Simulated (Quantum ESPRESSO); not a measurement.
## Cu in Quantum ESPRESSO: convergence with k mesh

Cu:

```
Cu
1.0
     0.00000    1.80750    1.80750
     1.80750    0.00000    1.80750
     1.80750    1.80750    0.00000
Cu
1
Direct
  0.00000 0.00000 0.00000
```

- Program: Quantum ESPRESSO 7.5
- Task: single point
- Functional: PBE
- Potentials or basis: SG15 PBE 1.2
- Cutoff: 952 eV
- Density cutoff: 3810 eV
- k mesh: 2 × 2 × 2
- Occupations: gaussian, width 0.1 eV
- Spin: no spin polarisation

These are the settings of the first run; the series varies k mesh, with any setting tied to it.

Hardware: 1 thread of Arm Neoverse V1 (shared host).

```
      k mesh  energy less the tightest run, at zero smearing (meV/atom)  SCF cycles  CPU time (s)  peak memory (GiB)
   2 × 2 × 2                                                    2050.50          12          0.73               0.05
   4 × 4 × 4                                                     162.65           8           1.3               0.05
   6 × 6 × 6                                                      66.22           7           2.4               0.05
   8 × 8 × 8                                                      31.93           8           4.4               0.05
10 × 10 × 10                                                      15.36           8             7               0.05
12 × 12 × 12                                                       3.60           7           9.9               0.05
13 × 13 × 13                                                      -0.60           8            12               0.05
16 × 16 × 16                                                       0.33           8            21               0.05
18 × 18 × 18                                                       0.00           8            28               0.06
```

Against the tightest run, the energy stays within 1 meV/atom from 13 × 13 × 13 on. Meshes of other sizes hit other points, so gaps and Fermi surfaces needn't settle smoothly. The tightest run that finished is the yardstick and may itself not be fully converged.
